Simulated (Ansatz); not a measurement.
BaTiO3:

```
Ba Ti O
1.0
    -3.80268   -0.05658   -0.02182
    -0.02191   -0.03168   -4.13033
    -0.11316   -7.97351   -0.06307
Ba Ti O
2 2 6
Direct
  0.04486 0.90917 0.49511
  0.00815 0.92181 0.02441
  0.45719 0.52057 0.20539
  0.50232 0.47064 0.76225
  0.48144 0.03993 0.24039
  0.45629 0.07298 0.69357
  0.53803 0.54059 0.44980
  0.52906 0.55800 0.03050
  0.98202 0.45740 0.26038
  0.00064 0.50892 0.83819
```

The cell isn't the ideal one: all atoms moved at random, sigma 0.25 Å a component, cell strained at random, sigma 0.06.

```yaml
Program: Ansatz 0.2.0
Task: relaxation of cell and atoms
Functional: PBEsol
Dispersion: D4
Potentials_or_basis: Ansatz PAW
Cutoff: "420 eV (not typed: the program's choice for these potentials)"
k_mesh: 7 × 7 × 4
Occupations: fermi-dirac, width 0.05 eV
Spin: no spin polarisation
```

At the start: volume 12.52 Å³/atom.

Question: Where does the relaxation end?

Answer: It ends after 12 steps; space group R3m (No. 160, to 0.05 Å).

Step by step:
| step | energy change (eV) | largest force (eV/Å) | volume (Å³) |
| --- | --- | --- | --- |
| 1 | 0.0000 | 26.3020 | 125.20 |
| 2 | -6.2718 | 10.8191 | 130.30 |
| 3 | -8.9339 | 3.2216 | 128.89 |
| 4 | -9.7772 | 1.2934 | 128.46 |
| 5 | -9.9964 | 0.1408 | 125.28 |
| 6 | -10.0023 | 0.0385 | 125.16 |
| 7 | -10.0027 | 0.0023 | 125.17 |
| 8 | -10.0122 | 0.0033 | 125.17 |
| 9 | -10.0138 | 0.0059 | 125.24 |
| 10 | -10.0143 | 0.0061 | 125.24 |
| 11 | -10.0145 | 0.0022 | 125.23 |
| 12 | -10.0145 | 0.0021 | 125.23 |

Final structure:
```
CELL_PARAMETERS angstrom
-3.96872 -0.00325 -0.00320
-0.00353 -0.00370 -3.97234
-0.00675 -7.94364 -0.00694
ATOMIC_POSITIONS crystal
Ba 0.99481 0.99449 0.49727
Ba 0.99481 0.99449 0.99727
Ti 0.48518 0.48447 0.24227
Ti 0.48517 0.48447 0.74228
O 0.50502 0.01050 0.25260
O 0.50502 0.01050 0.75259
O 0.50504 0.50522 0.50522
O 0.50503 0.50522 0.00521
O 0.00996 0.50532 0.25266
O 0.00996 0.50532 0.75265
```

Caveat: the plane-wave basis is chosen anew once the cell has moved, so the energies of steps on either side of that aren't comparable; the pressure holds a Pulay correction of +0.6 GPa for the finite cutoff; the PAW data sets come from PBE, with cores solved anew for the run's functional, which leaves a small shift of forces and pressure.
